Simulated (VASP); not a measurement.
# Ca: convergence, energy along a vibration (SMASS = -2)

Ca, Fm-3m (no. 225), atoms displaced along the mode, 2 atoms in the cell. PBE, energy along a line of displacements; PAW potentials Ca_sv (PBE set). VASP 6.6.1.

Wanted: harmonic frequency within 1 %.

Space group without the displacement: Fm-3m (no. 225); Mode: transverse mode at X.

POSCAR of the starting run:
```
Ca
1.0
    2.7942000000      2.7942000000      0.0000000000
   -2.7942000000      2.7942000000      0.0000000000
    0.0000000000      0.0000000000      5.5884000000
Ca
2
Direct
   -0.0071576838      0.0071576838      0.0000000000
    0.5071576838      0.4928423162      0.5000000000

    0.0100000000   0.0000000000   0.0000000000
   -0.0100000000   0.0000000000   0.0000000000
```

The series start from k mesh: 5 × 5 × 4; Cutoff (eV): 350; Step along the mode (Å): 0.02; Electronic threshold (eV): 1e-7. Each series keeps the choices made before it, and each single choice may use up half of a tolerance.

## k mesh

| k mesh | Harmonic frequency (THz) | Time (s) |
|---|---|---|
| 2 × 2 × 2 | 3.821 | 17 |
| 3 × 3 × 2 | 3.694 | 18 |
| 4 × 4 × 3 | 3.612 | 28 |
| 5 × 5 × 4 | 3.688 | 45 |
| 6 × 6 × 5 | 3.705 | 67 |
| 8 × 8 × 6 | 3.702 | 130 |
| 10 × 10 × 7 (reference) | 3.697 | 219 |

## Cutoff (eV)

| Cutoff (eV) | Harmonic frequency (THz) | Time (s) |
|---|---|---|
| 190 | 4.214 | 25 |
| 230 | 3.697 | 28 |
| 270 | 3.714 | 32 |
| 310 | 3.692 | 35 |
| 350 | 3.688 | 45 |
| 400 (reference) | 3.69 | 79 |

## Electronic threshold (eV)

| Electronic threshold (eV) | Harmonic frequency (THz) | Time (s) |
|---|---|---|
| 0.001 | 3.7 | 22 |
| 0.0001 | 3.7 | 24 |
| 1e-5 | 3.7 | 30 |
| 1e-6 | 3.7 | 36 |
| 1e-7 | 3.7 | 38 |
| 1e-8 (reference) | 3.7 | 53 |

## Question

The rows run from the loosest to the tightest. For each series: choose the loosest value from which every tighter one stays within half of the tolerance.

## Answer

- k mesh: 5 × 5 × 4
- Cutoff (eV): 310
- Electronic threshold (eV): 0.001

Also changed on the way, by series that aren't shown: Step along the mode (Å): 0.08.

## All choices together

| Input | Harmonic frequency (THz) | Time (s) |
|---|---|---|
| defaults on a coarse mesh (naive) | 3.732 | 3.1 |
| chosen settings | 3.7 | 22 |
| reference settings throughout | 3.703 | 430 |

The tolerance is met.

## The input

INCAR:
```
GGA = PE
PREC = Accurate
ENCUT = 310
EDIFF = 0.001
ALGO = Normal
LREAL = False
LASPH = True
ISMEAR = 1
SIGMA = 0.15
ISYM = 0
LWAVE = False
LCHARG = False
IBRION = 0
SMASS = -2
POTIM = 1
NSW = 9
NELMIN = 4
IWAVPR = 11
KPAR = 2
```

KPOINTS:
```
Automatic mesh
0
Gamma
  5 5 4
  0 0 0
```

POSCAR:
```
Ca
1.0
    2.7942000000      2.7942000000      0.0000000000
   -2.7942000000      2.7942000000      0.0000000000
    0.0000000000      0.0000000000      5.5884000000
Ca
2
Direct
   -0.0286307351      0.0286307351      0.0000000000
    0.5286307351      0.4713692649      0.5000000000

    0.0400000000   0.0000000000   0.0000000000
   -0.0400000000   0.0000000000   0.0000000000
```

Commands:
```
cat potpaw_PBE.64/Ca_sv/POTCAR > POTCAR
mpirun -np 2 vasp_std > vasp.out
```

The naive input happens to agree within the tolerance here, in 3.1 s.

Limits: NELMIN = 4 forces that many electronic steps, so a loose EDIFF looks better here than it is.

The chosen input took VASP 6.6.1 22 s on 2 cores (Intel Xeon Platinum 8375C @ 2.90GHz (Ice Lake)), a shared host.

## An input that fails: POTIM multiplies the typed steps tenfold

It runs to its end, but against the unchanged starting input it is off by 874 % in the harmonic frequency.

Changes against the starting input:
```
- POTIM = 1
+ POTIM = 10
```
